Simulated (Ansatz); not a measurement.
# CaSe: 15 steps of 3.0 fs from 1200 K

All numbers below come from DFT, PBE, all-electron LAPW, scalar-relativistic in Ansatz 0.2.0.

Command: `ansatz run input.yaml --threads 2 --pin off --max-ram 4096MiB --backend cpu --events-out ev --progress --plain --runs-dir out` The run took 11 min on 2 threads of Arm Neoverse V2, on a shared host, peak memory 0.61 GiB.

```yaml
crystal:
  lattice:
    - [0.0, 5.912, 5.912]
    - [2.956, 0.0, 2.956]
    - [2.956, 2.956, 0.0]
  atoms:
    - { symbol: Ca, position: [0.0, 0.0, 0.0] }
    - { symbol: Ca, position: [0.5, 0.0, 0.0] }
    - { symbol: Se, position: [0.25, 0.5, 0.5] }
    - { symbol: Se, position: [0.75, 0.5, 0.5] }
kpoints:
  mp_grid: { grid: [3, 6, 6] }
scf:
  occupations: { method: fermi_dirac, width: 0.08 }
hamiltonian:
  xc: pbe
  pseudopotentials: { kind: all_electron, lapw: { basis_error: 0.001 } }
output:
  forces: true
  stress: true
md:
  timestep: 3.0
  n_steps: 15
  ensemble: nve
  temperature: 1200
  initial_velocities: maxwell_boltzmann
  seed: 842449
```

The geometry is COD entry 1010880, unchecked; take it as a test cell. It is an old determination, and later ones may differ.

Each frame lists Cartesian positions (Å) and forces (eV/Å). Free energies count from the first step, -169288.3877 eV.

Step 0 (t = 0.0 fs): E = 0.0 meV, T = 1200 K, conserved energy 0.0 meV

```
Ca    0.0000    0.0000    0.0000     0.000   0.000   0.000
Ca    0.0000    2.9560    2.9560     0.000   0.000   0.000
Se    2.9560    2.9560    2.9560     0.000   0.000   0.000
Se    2.9560    5.9120    5.9120     0.000   0.000   0.000
```

Step 1 (t = 3.0 fs): E = +4.2 meV, T = 1189 K, conserved energy 0.0 meV

```
Ca    0.0103   -0.0132    0.0243    -0.062   0.067  -0.090
Ca    0.0002    2.9678    2.9657     0.013  -0.060  -0.072
Se    2.9543    2.9530    2.9356     0.003   0.027   0.149
Se    2.9523    5.9158    5.9151     0.046  -0.035   0.012
```

Step 2 (t = 6.0 fs): E = +17.2 meV, T = 1156 K, conserved energy -0.1 meV

```
Ca    0.0204   -0.0263    0.0483    -0.123   0.135  -0.195
Ca    0.0005    2.9795    2.9753     0.026  -0.117  -0.136
Se    2.9526    2.9499    2.9155     0.005   0.053   0.310
Se    2.9487    5.9195    5.9182     0.092  -0.071   0.021
```

Step 3 (t = 9.0 fs): E = +38.7 meV, T = 1100 K, conserved energy -0.1 meV

```
Ca    0.0303   -0.0391    0.0720    -0.182   0.201  -0.316
Ca    0.0008    2.9909    2.9845     0.039  -0.173  -0.194
Se    2.9510    2.9470    2.8956     0.005   0.079   0.482
Se    2.9452    5.9231    5.9214     0.138  -0.107   0.027
```

Step 4 (t = 12.0 fs): E = +68.7 meV, T = 1023 K, conserved energy 0.0 meV

```
Ca    0.0398   -0.0514    0.0950    -0.237   0.264  -0.453
Ca    0.0012    3.0020    2.9934     0.050  -0.225  -0.244
Se    2.9493    2.9441    2.8763     0.003   0.104   0.668
Se    2.9419    5.9267    5.9245     0.184  -0.143   0.029
```

Step 5 (t = 15.0 fs): E = +106.7 meV, T = 926 K, conserved energy 0.0 meV

```
Ca    0.0488   -0.0632    0.1170    -0.287   0.324  -0.606
Ca    0.0018    3.0126    3.0017     0.061  -0.273  -0.288
Se    2.9476    2.9413    2.8577    -0.002   0.128   0.865
Se    2.9387    5.9300    5.9277     0.228  -0.179   0.029
```

Step 6 (t = 18.0 fs): E = +151.3 meV, T = 811 K, conserved energy +0.1 meV

```
Ca    0.0571   -0.0742    0.1376    -0.331   0.380  -0.774
Ca    0.0024    3.0225    3.0094     0.070  -0.317  -0.325
Se    2.9460    2.9387    2.8401    -0.008   0.152   1.073
Se    2.9358    5.9332    5.9310     0.269  -0.214   0.026
```

Step 7 (t = 21.0 fs): E = +201.0 meV, T = 683 K, conserved energy +0.2 meV

```
Ca    0.0647   -0.0845    0.1566    -0.369   0.430  -0.950
Ca    0.0032    3.0318    3.0164     0.077  -0.357  -0.355
Se    2.9443    2.9363    2.8236    -0.015   0.175   1.286
Se    2.9332    5.9361    5.9342     0.308  -0.247   0.020
```

Step 8 (t = 24.0 fs): E = +253.7 meV, T = 548 K, conserved energy +0.4 meV

```
Ca    0.0716   -0.0938    0.1736    -0.401   0.474  -1.129
Ca    0.0042    3.0403    3.0226     0.083  -0.393  -0.381
Se    2.9426    2.9340    2.8086    -0.024   0.197   1.497
Se    2.9310    5.9388    5.9375     0.342  -0.278   0.012
```

Step 9 (t = 27.0 fs): E = +306.1 meV, T = 413 K, conserved energy +0.6 meV

```
Ca    0.0775   -0.1021    0.1881    -0.427   0.513  -1.302
Ca    0.0053    3.0480    3.0280     0.088  -0.425  -0.401
Se    2.9409    2.9320    2.7952    -0.033   0.218   1.699
Se    2.9291    5.9412    5.9408     0.373  -0.305   0.003
```

Step 10 (t = 30.0 fs): E = +355.0 meV, T = 288 K, conserved energy +0.8 meV

```
Ca    0.0825   -0.1093    0.1997    -0.448   0.546  -1.457
Ca    0.0067    3.0547    3.0325     0.091  -0.453  -0.416
Se    2.9391    2.9302    2.7837    -0.042   0.237   1.880
Se    2.9276    5.9432    5.9441     0.399  -0.330  -0.007
```

Step 11 (t = 33.0 fs): E = +397.1 meV, T = 180 K, conserved energy +1.0 meV

```
Ca    0.0866   -0.1152    0.2083    -0.464   0.574  -1.584
Ca    0.0082    3.0605    3.0361     0.092  -0.477  -0.428
Se    2.9373    2.9286    2.7742    -0.049   0.253   2.030
Se    2.9265    5.9448    5.9474     0.420  -0.350  -0.018
```

Step 12 (t = 36.0 fs): E = +429.0 meV, T = 98 K, conserved energy +1.2 meV

```
Ca    0.0897   -0.1200    0.2133    -0.476   0.598  -1.672
Ca    0.0099    3.0652    3.0388     0.092  -0.498  -0.435
Se    2.9355    2.9274    2.7670    -0.052   0.266   2.138
Se    2.9260    5.9461    5.9507     0.436  -0.366  -0.030
```

Step 13 (t = 39.0 fs): E = +448.2 meV, T = 49 K, conserved energy +1.3 meV

```
Ca    0.0917   -0.1234    0.2148    -0.486   0.618  -1.714
Ca    0.0119    3.0689    3.0405     0.091  -0.515  -0.440
Se    2.9336    2.9264    2.7621    -0.052   0.275   2.196
Se    2.9259    5.9470    5.9540     0.447  -0.378  -0.042
```

Step 14 (t = 42.0 fs): E = +453.3 meV, T = 36 K, conserved energy +1.3 meV

```
Ca    0.0927   -0.1255    0.2125    -0.494   0.633  -1.704
Ca    0.0140    3.0714    3.0413     0.089  -0.528  -0.442
Se    2.9316    2.9257    2.7597    -0.046   0.280   2.200
Se    2.9263    5.9474    5.9572     0.452  -0.384  -0.054
```

Step 15 (t = 45.0 fs): E = +444.1 meV, T = 59 K, conserved energy +1.2 meV

```
Ca    0.0926   -0.1263    0.2066    -0.499   0.644  -1.643
Ca    0.0163    3.0728    3.0412     0.084  -0.538  -0.441
Se    2.9296    2.9253    2.7596    -0.036   0.280   2.152
Se    2.9271    5.9475    5.9603     0.451  -0.386  -0.067
```

What is the mean temperature over the last 8 frames?

209 K; so short a run of so small a cell isn't equilibrated.
